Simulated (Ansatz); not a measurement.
# N (P6_3/mmc) in Ansatz: notebook

One crystal, N, is run at these levels: BLYP, PBEsol, LDA; tasks: single point, projected density of states, density of states.

Everything below comes from runs of Ansatz 0.2.0. Logs are shortened: lines on timing, memory, paths and dates and some standing lists are left out, and cuts for length are marked.

## Step 1: Starting point

Symmetry: P6_3/mmc, No. 194, hexagonal system. The conventional cell has a = 2.519 Å, b = 2.519 Å, c = 2.446 Å, α = 90.00°, β = 90.00°, γ = 120.00°. N (site symmetry -6m2) has 6 N at 1.90 Å as nearest neighbours.

The real solid is made of molecules; this cell is a model form.

## Step 2: Single point, BLYP, collinear spin, ferrimagnetic start, 6.72 Å³/atom

input.yaml

```yaml
crystal:
  lattice:
    - [2.5194737886, 0.0, 0.0]
    - [-1.2597368943, 2.1819283051, 0.0]
    - [0.0, 0.0, 2.446002]
  atoms:
    - { symbol: "N", position: [0.3333333333, 0.6666666667, 0.75], spin: 0.5 }
    - { symbol: "N", position: [0.6666666667, 0.3333333333, 0.25], spin: -0.25 }
hamiltonian:
  xc: blyp
  pseudopotentials: { kind: paw }
magnetization:
  spin_polarized: true
kpoints:
  mp_grid: { grid: [12, 12, 11] }
scf:
  occupations: { method: fermi_dirac, width: 0.025 }
output:
  forces: true
  stress: true
  eigenvalues: true
```

Potentials or basis: Ansatz PAW.

The run is started by

```sh
> ansatz run input.yaml --threads 1 --pin off --max-ram 2560MiB --backend cpu --events-out ev --progress --plain --runs-dir out
```

Standard output:

```text
Warning: RAYON_NUM_THREADS=1 ignored (pool sized by the plan → 1); use --threads N
Engine: ansatz 0.2.0, aarch64-unknown-linux-gnu
Pseudopotentials: kind: paw
Pseudopotential: N, paw, valence charge 5, recommended cutoff 420 eV (normal), N.paw.azcp
Functional definition: BLYP
  parameter beta = 0.0042
  parameter a = 0.04918
  parameter b = 0.132
  parameter c = 0.2533
  parameter d = 0.349
  exchange = b88_x(beta = beta)
  correlation = lyp_c(a = a, b = b, c = c, d = d)
Crystal: 2 atoms, lattice volume = 13.446 Å³
Basis set: ecut = 420 eV, 255 PW (Γ), exchange–correlation on 36×36×36 points (8 copies of the dense FFT grid, shifted against one another)
Bands: 10, of which v1, the nominal top of the filled ones, is band 5 counted from 1 (4 counted from 0)
Symmetry: 12 space group operations
Space group: P-6m2 (ITA 187), of the structure as read, at distance tolerance 2.4e-5 Å
Magnetic group: BNS 187.209 (UNI 1439), of the structure as read, at distance tolerance 2.4e-5 Å
k-points: 114 of 1584 (time reversal used)
Non-local potential: N, projectors of the file, l = 0: 2, l = 1: 2, l = 2: 1
PAW form: soft (Blöchl's): semilocal exchange-correlation on the pseudo side does not see the compensation charge
PAW frozen core: N, regenerated for the run's functional, and the local potential with it (the file was generated under x = pbe(κ = 0.804, μ = 0.2195149727645171), c = pbe(β = 0.06672455060314922))
PAW one-centre angular grid: N, 110 points (default); XC on 64 Gauss nodes
Initial density: superposition of atomic densities (chi_scale 0.1, normalization cell)
Starting moments: Σ|m| = 0.75 μB on 2 of 2 sites
Initial wavefunctions: pseudopotential atomic-orbital guess
Functional: x = b88, c = lyp
iter 1 solved again at ethr=1.41e-3 eV; its pass at ethr=3.10e-3 eV (dr2=1.41e-1 eV) is discarded
SCF iter   1: F=—  HF=-763.010371 eV  |F-HF|=—  |Δ(HF+E_count)|=         —  Δρ=2.51e-2 (↑2.09e-2 ↓2.51e-2)  dr2=1.40e-1  dr2_m=1.43e-2  M=0.104 μB ∫|m|=0.419 μB  β_m=0.30  ethr=1.41e-3  ⟨swp⟩=1.0  Hψ=16797  notcnv=0
preconditioner: auto → none  [metal: Δε(μ)=0.029 eV  Ē_g=18.102 eV  σ=0.025 eV  W_gap=0.27  n_scr=2 (ndim 8)  ℏωp=32.0 eV  f_vac=0.000  D(μ)=0.54/eV (n_scr^D=2)  sad-step TF]
SCF iter   2: F=—  HF=-763.007281 eV  |F-HF|=—  |Δ(HF+E_count)|=   3.09e-3  Δρ=1.95e-2 (↑1.63e-2 ↓1.95e-2)  dr2=8.11e-2  dr2_m=1.10e-2  M=0.098 μB ∫|m|=0.386 μB  β_m=0.30  ethr=1.40e-3  ⟨swp⟩=1.0  Hψ=2280  notcnv=0
spin-set hold released at iteration 2 (site moments show no strong build): the magnetisation degrees of freedom join the quasi-Newton model from the next iteration; the mixer history was kept
SCF iter   3: F=—  HF=-763.003625 eV  |F-HF|=—  |Δ(HF+E_count)|=   3.66e-3  Δρ=1.02e-2 (↑1.02e-2 ↓8.56e-3)  dr2=2.36e-3  dr2_m=9.72e-3  M=0.093 μB ∫|m|=0.348 μB  β_m=0.30  ethr=8.11e-4  ⟨swp⟩=2.9  Hψ=4510  notcnv=0
SCF iter   4: F=—  HF=-763.011873 eV  |F-HF|=—  |Δ(HF+E_count)|=   8.25e-3  Δρ=7.75e-3 (↑7.75e-3 ↓6.55e-3)  dr2=2.02e-3  dr2_m=5.31e-3  M=0.064 μB ∫|m|=0.270 μB  β_m=0.65  ethr=2.36e-5  ⟨swp⟩=2.8  Hψ=4113  notcnv=0
SCF iter   5: F=—  HF=-763.021636 eV  |F-HF|=—  |Δ(HF+E_count)|=   9.76e-3  Δρ=7.91e-3 (↑1.65e-3 ↓7.91e-3)  dr2=1.16e-2  dr2_m=1.41e-3  M=0.016 μB ∫|m|=0.134 μB  β_m=0.67  ethr=2.02e-5  ⟨swp⟩=2.8  Hψ=4654  notcnv=0
SCF iter   6: F=—  HF=-763.028622 eV  |F-HF|=—  |Δ(HF+E_count)|=   6.99e-3  Δρ=1.26e-2 (↑1.26e-2 ↓7.78e-3)  dr2=5.70e-2  dr2_m=7.85e-4  M=0.002 μB ∫|m|=0.099 μB  β_m=0.40  ethr=2.02e-5  ⟨swp⟩=2.7  Hψ=4789  notcnv=0  defer=3  recentre
SCF iter   7: F=—  HF=-763.022382 eV  |F-HF|=—  |Δ(HF+E_count)|=   6.24e-3  Δρ=1.68e-3 (↑1.28e-3 ↓1.68e-3)  dr2=1.63e-4  dr2_m=1.95e-4  M=-0.011 μB ∫|m|=0.046 μB  β_m=0.72  ethr=2.02e-5  ⟨swp⟩=2.6  Hψ=4543  notcnv=0  defer=6
SCF iter   8: F=—  HF=-763.022734 eV  |F-HF|=—  |Δ(HF+E_count)|=   3.52e-4  Δρ=3.57e-4 (↑3.57e-4 ↓3.21e-4)  dr2=9.36e-7  dr2_m=1.36e-5  M=-0.012 μB ∫|m|=0.012 μB  β_m=0.86  ethr=1.63e-6  ⟨swp⟩=2.1  Hψ=4098  notcnv=0  defer=6
SCF iter   9: F=—  HF=-763.022729 eV  |F-HF|=—  |Δ(HF+E_count)|=   4.61e-6  Δρ=2.25e-4 (↑2.21e-4 ↓2.25e-4)  dr2=6.56e-8  dr2_m=6.11e-6  M=-0.010 μB ∫|m|=0.010 μB  β_m=0.93  ethr=9.36e-9  ⟨swp⟩=2.0  Hψ=3412  notcnv=0  defer=6
SCF iter  10: F=—  HF=-763.022740 eV  |F-HF|=—  |Δ(HF+E_count)|=   1.01e-5  Δρ=8.13e-5 (↑6.97e-5 ↓8.13e-5)  dr2=1.39e-7  dr2_m=6.44e-7  M=-0.003 μB ∫|m|=0.003 μB  β_m=0.97  ethr=6.56e-10  ⟨swp⟩=5.4  Hψ=10814  notcnv=0
SCF iter  11: F=—  HF=-763.022741 eV  |F-HF|=—  |Δ(HF+E_count)|=   1.22e-6  Δρ=2.18e-5 (↑2.18e-5 ↓1.91e-5)  dr2=3.35e-8  dr2_m=3.84e-8  M=-0.001 μB ∫|m|=0.001 μB  β_m=0.95  ethr=6.56e-10  ⟨swp⟩=2.0  Hψ=7813  notcnv=0
SCF iter  12: F=—  HF=-763.022741 eV  |F-HF|=—  |Δ(HF+E_count)|=   5.62e-8  Δρ=5.94e-6 (↑5.94e-6 ↓5.32e-6)  dr2=1.72e-9  dr2_m=3.20e-9  M=-0.000 μB ∫|m|=0.000 μB  β_m=0.97  ethr=3.35e-10  ⟨swp⟩=3.5  Hψ=5723  notcnv=0
SCF iter  13: F=—  HF=-763.022741 eV  |F-HF|=—  |Δ(HF+E_count)|=   3.80e-9  Δρ=1.08e-6 (↑8.29e-7 ↓1.08e-6)  dr2=1.86e-10  dr2_m=3.64e-11  M=0.000 μB ∫|m|=0.000 μB  β_m=0.90  ethr=1.72e-11  ⟨swp⟩=3.0  Hψ=5480  notcnv=0
SCF iter  14: F=-763.022741 eV  HF=-763.022741 eV  |F-HF|=4.55e-13  |Δ(HF+E_count)|=  2.97e-11  Δρ=1.12e-7 (↑1.12e-7 ↓6.46e-8)  dr2=1.47e-12  dr2_m=6.12e-13  M=0.000 μB ∫|m|=0.000 μB  ethr=1.86e-12  ⟨swp⟩=2.0  Hψ=4395  notcnv=0
SCF 1 converged in 14 iterations: F = -763.022741 eV  dr2 = 1.47e-12
WARN: the starting moments were not kept: the SCF closed with an absolute magnetisation of 2.0e-6 μB, where they sum to 0.75 μB in size (2 sites). That is at most 0.1 of that sum. Measured as dr2_m measures the in/out step, that magnetisation stands 3.5e-12 eV from none, at or under the dr2_threshold of 1.0e-7 eV: it is no larger than a step whose dr2_m would equal this threshold. The system may hold no moment; this SCF shows only that its start led to no more than that. To try another start: raise the starting moments (crystal.atoms[].spin, magnetization.per_species, magnetization.initial_magnetization, or on a non-collinear deck that types none of these the spinor_matrix: blocks that start its atoms; where the total moment is fixed, keep their sum and leave initial_magnetization as it is; typed ones take the place of any that the run laid by itself, positive ones on a crystal's lanthanoids without a Hubbard term where scf.initial_density.shell_occupations: [] is typed) or, if the notice of its spin-set hold's release reads "site moments contracting" or "site moments show no strong build", lengthen the hold (scf.mixing.spin_hold: { on: { confirm: 4 } }; for m-r²SCAN on two components see the key's manual first). Each may lead to a state that holds a moment. A second SCF, from the converged charge density, with the starting moments and any scf.initial_density.shell_occupations laid on it anew, would have followed, and was not run: the deck does not ask for one (magnetization.retry_lost_moments is false, the default). To let it run, set magnetization.retry_lost_moments: true and run the deck again, where that key's refused combinations let it; where memory then withholds it, that run's warning says so.
SCF converged after 14 iterations
Magnetization: 0.0000 μB (5.0000 up, 5.0000 down)
Absolute magnetization: 0.0000 μB (∫|ρ↑−ρ↓|, with the PAW one-centre terms)
Spin contamination: 0.0000 ħ² per cell (⟨S²⟩ above its minimum at these occupations)
Per-site moments (μB) at R_I (Å): [(1.6063384652039326e-6, 0.7839288204028254), (1.173344006615297e-7, 0.7839288204028254)]
Free energy (F): -763.022741 eV
Harris-Foulkes:  -763.022741 eV  (|F-HF|=4.55e-13)
Internal energy: -763.019797 eV  (E = F + TS)
E sigma→0 (E₀):  -763.021269 eV
Entropy (-TS):   -0.002944 eV (-1.472 meV/atom)
Fermi energy:    10.527626 eV
--- Per-component energies (eV) ---
  E_band       = 21.873218
  E_kinetic    = 247.065595
  E_local      = -251.016856  (includes V_loc(G=0)·N_el)
  E_nonlocal   = 96.941686
  E_hartree    = 55.052009
  E_xc         = -115.480546
  E_vxc        = -146.332052  (∫ρ·V_xc dr)
  E_paw        = -255.381722  (= ΣΔE_a)
  E_vpaw       = -34.889316  (= ΣTr[D̂ρ^β])
  E_aug_tail   = 0.000134  (compensation charges beyond the density's cutoff)
  E_ewald      = -540.204787
  E_core_change = 0.004688  (= ΣΔE_core)
  E_smearing   = -0.002944  (= −TS)
  E_closure    = 0.000000  (closes the sum)
  Σ components = -763.022741   (vs F -763.022741, Δ=0.00e0)
--- Forces (eV/Å), atoms counted from 1 ---
  atom   1  N      0.00000000     0.00000000     0.00000000
  atom   2  N     -0.00000000    -0.00000000     0.00000000
  max |Σ_I F_I| component: 7.40e-17 eV/Å
--- Stress (GPa, compression-positive) ---
       29.760510      -0.000000       0.000000
       -0.000000      29.760510       0.000000
        0.000000       0.000000      17.767260
  P = ⅓ Tr σ = 25.7628 GPa (257.628 kbar)
--- Band table (eV; the first three rows and the last of 228) ---
  k-point 0 ↑: bands = ["-11.3321", "4.7674", "5.7924", "8.1722", "8.1722", "13.3055", "13.3055", "16.5633", "25.7635", "29.1668"]
  k-point 1 ↑: bands = ["-11.1659", "3.1029", "7.1673", "8.2891", "8.2891", "13.2472", "13.2472", "16.3756", "26.3852", "29.3144"]
  k-point 2 ↑: bands = ["-10.6685", "0.8655", "8.6317", "8.6317", "8.6368", "13.0568", "13.0568", "15.8473", "28.0920", "29.7500"]
  k-point 113 ↓: bands = ["-2.0745", "-2.0745", "2.3872", "2.3872", "5.9819", "7.6735", "16.3839", "16.3839", "30.9897", "32.0961"]
```

Run time: 5.8 s. Hardware: 1 thread of Arm Neoverse V1, shared host; peak memory 0.27 GiB.

What came out:

| Property | Result |
| --- | --- |
| Free energy | -763.0227 eV |
| Pressure | 25.8 GPa |
| Band gap on the k mesh | none (metal or under the smearing width) |
| Net moment | 0.00 μB per cell |
| Absolute moment | 0.00 μB per cell |

Caveat: so large a pressure means that the cell lies far from this level's equilibrium, or that cutoff or potentials fall short; the pressure holds a Pulay correction of +1.5 GPa for the finite cutoff; the PAW data sets come from PBE, with cores solved anew for the run's functional, which leaves a small shift of forces and pressure; the starting moments weren't kept.

## Step 3: Projected density of states, PBEsol

input.yaml

```yaml
crystal:
  lattice: { a: 2.51947379, b: 2.51947379, c: 2.446002, alpha: 90.0, beta: 90.0, gamma: 120.0 }
  space_group: 194
  reduce_to_primitive: true
  atoms:
    - { symbol: "N", wyckoff: "2d", position: [0.3333333333, 0.6666666667, 0.75] }
hamiltonian:
  xc: pbesol
  pseudopotentials: { kind: paw, source: jth, xc_functional: pbe }
kpoints:
  mp_grid: { grid: [12, 12, 11] }
scf:
  occupations: { method: fermi_dirac, width: 0.1 }
  n_extra_bands: 6
output:
  forces: true
  stress: true
  eigenvalues: true
  dos: { projected: true, de: 0.05, nscf_kmesh: { grid: [18, 18, 17] } }
```

Potentials or basis: JTH PAW.

The run is started by

```sh
> ansatz run input.yaml --threads 1 --pin off --max-ram 2560MiB --backend cpu --events-out ev --progress --plain --runs-dir out
```

Standard output:

```text
Warning: the checks of this N dataset prove no rule for summing its radial tables, as where they were carried onto another mesh than they were made on, and Gregory's rule is taken, under which a leading mesh point left out moves its sums only by what lay on the interval it spanned. That does not make them correct, and they differ from Quantum ESPRESSO's on this file; a re-export a fraction of a mesh step off can move them. hamiltonian.pseudopotentials.radial_quadrature: simpson_from_first_knot sums it by `pw.x`'s rule; on a PAW file no value gives `pw.x`'s numbers. What more to know: hamiltonian.pseudopotentials.radial_quadrature, in the input reference
Warning: RAYON_NUM_THREADS=1 ignored (pool sized by the plan → 1); use --threads N
crystal.space_group: 194 is read as P63/mmc: the typed cell holds N2 (N 2d). Least distances (Å): N–N 1.900
crystal.space_group generates its sites in this order, which a site index counts, at these fractional coordinates of the primitive cell where crystal.reduce_to_primitive is true, and else of the cell that is read (crystal.supercell repeats the list replica by replica, and crystal.defects acts on that): 0: N [0.333333, 0.666667, 0.750000]; 1: N [0.666667, 0.333333, 0.250000];
scf.n_extra_bands = 6 over 5 filled bands (N_el = 10.0): the run solves 11 bands
[... 2 set-up lines as earlier in the session ...]
Pseudopotential: N, paw, valence charge 5, recommended cutoff 1320 eV (normal), N.paw.azcp
Functional definition: PBEsol
  exchange = pbesol_x
  correlation = pbesol_c
Crystal: 2 atoms, lattice volume = 13.446 Å³
Basis set: ecut = 1320 eV, 1485 PW (Γ), exchange–correlation on 60×60×60 points (8 copies of the dense FFT grid, shifted against one another)
Bands: 11, of which v1, the nominal top of the filled ones, is band 5 counted from 1 (4 counted from 0)
Symmetry: 24 space group operations
Space group: P63/mmc (ITA 194), of the structure as read, at distance tolerance 2.4e-5 Å
k-points: 114 of 1584
Non-local potential: N, projectors of the file, l = 0: 2, l = 1: 2
[... 1 set-up line as earlier in the session ...]
[... 14 lines left out ...]
NSCF: frozen V_eff on 333 k-points
SCF converged after 6 iterations
Free energy (F): -750.199560 eV
Harris-Foulkes:  -750.199560 eV  (|F-HF|=2.43e-11)
Internal energy: -750.172827 eV  (E = F + TS)
E sigma→0 (E₀):  -750.186193 eV
Entropy (-TS):   -0.026733 eV (-13.366 meV/atom)
Fermi energy:    10.237364 eV
--- Per-component energies (eV) ---
  E_band       = 17.774146
  E_kinetic    = 297.131620
  E_local      = -278.891143  (includes V_loc(G=0)·N_el)
  E_nonlocal   = 75.863133
  E_hartree    = 51.612646
  E_xc         = -140.687406
  E_vxc        = -166.396642  (∫ρ·V_xc dr)
  E_paw        = -215.053140  (= ΣΔE_a)
  E_vpaw       = -13.158070  (= ΣTr[D̂ρ^β])
  E_aug_tail   = 0.000012  (compensation charges beyond the density's cutoff)
  E_ewald      = -540.204786
  E_core_change = 0.056238  (= ΣΔE_core)
  E_smearing   = -0.026733  (= −TS)
  E_closure    = 0.000000  (closes the sum)
  Σ components = -750.199560   (vs F -750.199560, Δ=0.00e0)
--- Forces (eV/Å), atoms counted from 1 ---
  atom   1  N     -0.00000000    -0.00000000    -0.00000000
  atom   2  N      0.00000000     0.00000000     0.00000000
  max |Σ_I F_I| component: 2.78e-17 eV/Å
--- Stress (GPa, compression-positive) ---
        3.040075       0.000000      -0.000000
        0.000000       3.040075      -0.000000
       -0.000000      -0.000000      -9.659409
  P = ⅓ Tr σ = -1.1931 GPa (-11.931 kbar)
--- Band table (eV; the first three rows and the last of 114) ---
  k-point 0: bands = ["-11.8717", "4.6185", "5.3962", "7.8628", "7.8628", "13.0514", "13.0514", "16.3956", "24.4849", "28.0116", "35.3613"]
  k-point 1: bands = ["-11.7041", "2.8128", "6.8962", "7.9821", "7.9821", "12.9966", "12.9966", "16.2014", "25.1325", "28.1615", "34.8303"]
  k-point 2: bands = ["-11.2024", "0.5107", "8.3319", "8.3319", "8.3859", "12.8146", "12.8146", "15.6560", "26.9073", "28.6044", "33.7649"]
  k-point 113: bands = ["-2.3752", "-2.3752", "1.8424", "1.8424", "5.4475", "7.1744", "16.2239", "16.2239", "30.0558", "31.1723", "40.8304"]
```

pdos.tsv:

```text
# format = ansatz-pdos/7
# g_bin_mean(E): the states in a bin one row spacing wide, centred on E, divided by that spacing. States that the method places at a single energy (under output.dos.method: tetrahedron, those of a tetrahedron whose four corners have one energy) are counted whole in the row whose bin holds that energy (on the edge of two bins, in the lower row). The sum of g_bin_mean over a run of rows, times the row spacing, is the number of states from half a spacing under the first of them to half a spacing over the last (a plain sum, not the trapezoid rule).
[... 3286 lines left out ...]
-22.363311	0.000000e0	0.000000e0	0.000000e0	0.000000e0
[... 1073 lines left out ...]
31.336689	0.000000e0	0.000000e0	0.000000e0	0.000000e0
31.386689	0.000000e0	0.000000e0	0.000000e0	0.000000e0
```

Run time: 13 s. Hardware: 1 thread of Arm Neoverse V1, shared host; peak memory 0.37 GiB.

Results:

| Quantity | Value |
| --- | --- |
| Free energy | -750.1996 eV |
| Pressure | -1.2 GPa |
| Band gap on the k mesh | none (metal or under the smearing width) |
| Density of states at the Fermi level | 0.70 states/eV per cell |

Levels at points of the mesh, in eV from the Fermi level:
```
            k point  band 3  band 4  band 5  band 6  band 7  band 8
 (0.00, 0.00, 0.00)   -4.84   -2.37   -2.37    2.81    2.81    6.16
(0.00, -0.50, 0.00)   -5.04   -2.25   -1.53    1.70    2.72    5.11
```

States per cell in windows of 1 eV (zero at the Fermi level; states under -8 eV left out):
```tsv
from (eV)	total	N 2p	N 2s
-8.0	0.60	0.52	0.08
-7.0	0.59	0.50	0.09
-6.0	0.66	0.58	0.08
-5.0	0.83	0.75	0.08
-4.0	0.76	0.68	0.07
-3.0	0.71	0.64	0.07
-2.0	0.73	0.63	0.09
-1.0	0.75	0.63	0.11
0.0	0.64	0.56	0.07
1.0	0.92	0.81	0.09
2.0	0.92	0.82	0.09
3.0	1.13	1.05	0.07
4.0	1.49	1.43	0.05
5.0	0.90	0.88	0.01
6.0	0.01	0.01	0.00
7.0	0.00	0.00	0.00
```

## Step 4: Density of states, LDA

input.yaml

```yaml
crystal:
  lattice:
    - [2.5194737886, 0.0, 0.0]
    - [-1.2597368943, 2.1819283051, 0.0]
    - [0.0, 0.0, 2.446002]
  atoms:
    - { symbol: "N", position: [0.3333333333, 0.6666666667, 0.75] }
    - { symbol: "N", position: [0.6666666667, 0.3333333333, 0.25] }
hamiltonian:
  xc: lda
  pseudopotentials: { kind: paw, xc_functional: lda, accuracy: standard }
kpoints:
  mp_grid: { grid: [12, 12, 11] }
scf:
  occupations: { method: gaussian, width: 0.01 }
  n_extra_bands: 6
  algorithm: density_mixing
output:
  forces: true
  stress: true
  eigenvalues: true
  dos: { projected: false, de: 0.05, nscf_kmesh: { grid: [18, 18, 17] } }
```

Potentials or basis: JTH PAW LDA.

The run is started by

```sh
> ansatz run input.yaml --threads 1 --pin off --max-ram 2560MiB --backend cpu --events-out ev --progress --plain --runs-dir out
```

Wall time 10 s (1 thread of Arm Neoverse V1, shared host); peak memory 0.37 GiB.

Results (log left out):

```
Free energy                          : -739.8447 eV
Pressure                             : -7.9 GPa
Band gap on the k mesh               : none (metal or under the smearing width)
Density of states at the Fermi level : 0.70 states/eV per cell
```

Stress tensor (GPa, compression positive):
```
 -3.00   0.00   0.00
  0.00  -3.00   0.00
  0.00   0.00 -17.78
```

Levels at points of the mesh, in eV from the Fermi level:
```tsv
k point	band 1	band 2	band 3	band 4	band 5	band 6	band 7	band 8	band 9	band 10
(0.00, 0.00, 0.00)	-21.96	-5.38	-4.87	-2.40	-2.40	2.75	2.75	6.03	14.28	17.77
(0.00, -0.50, 0.00)	-17.30	-14.40	-5.05	-2.17	-1.58	1.63	2.70	5.02	13.32	23.74
```

States per cell in windows of 1 eV (zero at the Fermi level; states under -8 eV left out):
| from (eV) | total |
| --- | --- |
| -8.0 | 0.60 |
| -7.0 | 0.59 |
| -6.0 | 0.66 |
| -5.0 | 0.83 |
| -4.0 | 0.77 |
| -3.0 | 0.72 |
| -2.0 | 0.73 |
| -1.0 | 0.75 |
| 0.0 | 0.66 |
| 1.0 | 0.91 |
| 2.0 | 0.94 |
| 3.0 | 1.16 |
| 4.0 | 1.54 |
| 5.0 | 0.84 |
| 6.0 | 0.00 |
| 7.0 | 0.00 |

## Step 5: The reference run

An earlier run on the cell as given: functional PBE; potentials or basis Ansatz PAW; cutoff 420 eV (not typed: the program's choice for these potentials); k mesh 12 × 12 × 11; occupations fermi-dirac, width 0.05 eV; no spin polarisation.

- Pressure: 10.2 GPa
- Band gap on the k mesh: none (metal or under the smearing width)

## Step 6: The runs side by side

```tsv
task	level	potentials or basis	cutoff (eV)	smearing	other keys	gap on the mesh (eV)	pressure (GPa)
projected density of states	PBEsol	JTH PAW	1320	fermi-dirac 0.1 eV	-	none	-1.2
density of states	LDA	JTH PAW LDA	1350	gaussian 0.01 eV	scf.algorithm = density_mixing	none	-7.9
single point	PBE	Ansatz PAW	420	fermi-dirac 0.05 eV	-	none	10.2
```

Alike in all rows: no spin polarisation; cell as given; k mesh 12 × 12 × 11.

Absolute energies hang on the potentials; compare differences alone.
